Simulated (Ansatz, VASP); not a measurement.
# Pt: VASP beside Ansatz

Contents of INCAR:

```
ALGO = Normal ; EDIFF = 1E-6
ENCUT = 520 ; GGA = PE
ISIF = 2 ; ISMEAR = 0
LASPH = T ; LCHARG = F
LREAL = F ; LWAVE = F
NBANDS = 17 ; NELM = 100
PREC = Accurate ; SIGMA = 0.15
```

The input KPOINTS:

```
k-points
0
Gamma
  18 18 10
```

POSCAR

```
Pt
1.0
    2.7585396153      0.0000000000      0.0000000000
   -1.3792698077      2.3889653842      0.0000000000
    0.0000000000      0.0000000000      4.7813829964
Pt
2
Direct
    0.6262726113      0.2525452226      0.7500000000
    0.3737273887      0.7474547774      0.2500000000
```

Input for Ansatz:

```yaml
crystal:
  lattice:
    - [2.7585396153, 0.0, 0.0]
    - [-1.3792698077, 2.3889653842, 0.0]
    - [0.0, 0.0, 4.7813829964]
  atoms:
    - { symbol: Pt, position: [0.6262726113, 0.2525452226, 0.75] }
    - { symbol: Pt, position: [0.3737273887, 0.7474547774, 0.25] }
basis:
  ecutwfc: 420
kpoints:
  mp_grid: { grid: [18, 18, 10] }
hamiltonian:
  xc: pbe
scf:
  occupations: { method: gaussian, width: 0.15 }
output:
  forces: true
  stress: true
  eigenvalues: true
```

Change from the starting cell: mode 1 frozen in at +0.000 Å and mode 2 at -0.193 Å (largest displacements).

Alike in both runs: task single point; functional PBE; k mesh 18 × 18 × 10; occupations gaussian, width 0.15 eV; no spin polarisation.

```csv
,VASP,Ansatz
version,VASP 6.6.1,Ansatz 0.2.0
potentials or method,"VASP PAW PBE potentials, release 64 (Pt)","scalar-relativistic, plane waves, PAW"
plane-wave cutoff (eV),520,420
valence electrons in the cell,20,36
```

```csv
,VASP,Ansatz,Ansatz less VASP
gap on the k mesh at the Fermi level (eV),none,none,-
pressure (GPa),1.7,2.2,+0.55
largest component of the traceless stress (GPa),3.72,3.83,+0.116
rms of the force components (eV/Å),0.174,0.178,+0.0040
```

Atom by atom the forces differ by 0.004 eV/Å (rms over components). A gap of «none» marks a metal or a gap that the smearing closes. The two sets of potentials don't hold the same shells in valence.

The runs have no spin-orbit coupling, so splittings on Pt are missing.
